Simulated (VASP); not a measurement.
Set up this calculation in VASP 6.6.1, as the native input.

```
Task                    : density of states
Functional              : PBE
Potentials or basis     : VASP PAW PBE potentials, release 64 (Co, O)
Cutoff                  : 520 eV
k mesh                  : 10 × 10 × 5
Occupations             : fermi-dirac, width 0.05 eV
Spin                    : collinear spin, antiferromagnetic start
Starting moments        : [2.0, -2.0, 0.0, 0.0] μB
Supercell matrix        : [1, 0, 0, 0, 1, 0, 0, 0, 2]
k mesh for the DOS      : 15 × 15 × 8
Occupations for the DOS : tetrahedron
Further INCAR settings  : ALGO = Normal; EDIFF = 1e-06; NBANDS = 27
```

CoO:

```
CELL_PARAMETERS angstrom
2.57053 0.00000 0.00000
0.00000 2.57053 0.00000
0.00000 0.00000 5.14105
ATOMIC_POSITIONS crystal
Co 0.00000 0.00000 0.00000
Co 0.00000 0.00000 0.50000
O 0.50000 0.50000 0.25000
O 0.50000 0.50000 0.75000
```

Measurements of this composition are mostly on another form, of space group No. 225.

One way to write it, as run:

POSCAR

```
CoO
1.0
    2.5705263100      0.0000000000      0.0000000000
    0.0000000000      2.5705263100      0.0000000000
    0.0000000000      0.0000000000      5.1410526200
Co O
2 2
Direct
    0.0000000000      0.0000000000      0.0000000000
    0.0000000000      0.0000000000      0.5000000000
    0.5000000000      0.5000000000      0.2500000000
    0.5000000000      0.5000000000      0.7500000000
```

INCAR.step1

```
SYSTEM = CoO
  ALGO = Normal
  EDIFF = 1E-6
  ENCUT = 520
  GGA = PE
  ISIF = 2
  ISMEAR = -1
  ISPIN = 2
  LASPH = .True.
  LCHARG = .True.
  LMAXMIX = 4
  LREAL = .False.
  LWAVE = .False.
  MAGMOM = 2 -2 0 0
  NBANDS = 27
  NELM = 120
  PREC = Accurate
  SIGMA = 0.05
```

KPOINTS.step1

```
k-points
0
Gamma
  10 10 5
  0 0 0
```

INCAR.step2

```
SYSTEM = CoO
  ALGO = Normal
  EDIFF = 1E-6
  ENCUT = 520
  GGA = PE
  ICHARG = 11
  ISIF = 2
  ISMEAR = -5
  ISPIN = 2
  LASPH = .True.
  LCHARG = .False.
  LMAXMIX = 4
  LORBIT = 10
  LREAL = .False.
  LWAVE = .False.
  MAGMOM = 2 -2 0 0
  NBANDS = 27
  NEDOS = 2001
  NELM = 120
  PREC = Accurate
  SIGMA = 0.05
```

KPOINTS.step2

```
k-points
0
Gamma
  15 15 8
  0 0 0
```

Potentials or basis: VASP PAW PBE potentials, release 64 (Co, O).

Launch:

```bash
$ cat potpaw_PBE.64/Co/POTCAR potpaw_PBE.64/O/POTCAR > POTCAR
$ cp INCAR.step1 INCAR
$ cp KPOINTS.step1 KPOINTS
$ mpirun -np 1 vasp_std > vasp.out
$ cp INCAR.step2 INCAR
$ cp KPOINTS.step2 KPOINTS
$ mpirun -np 1 vasp_std > vasp.out
```

Results of the run:

The net moment is 0.00 μB per cell. The site moments are Co +2.28, -2.28; O +0.00 μB. The valence electrons inside the program's atomic spheres are Co 7.91; O 4.95.

Caveat: semilocal functionals often make such compounds metallic where correlation or magnetic order opens a gap, which also shifts bond lengths.

It took 3.6 min on 1 thread of Intel(R) Xeon(R) Platinum 8488C (Sapphire Rapids) (shared host), peak memory 0.33 GiB.
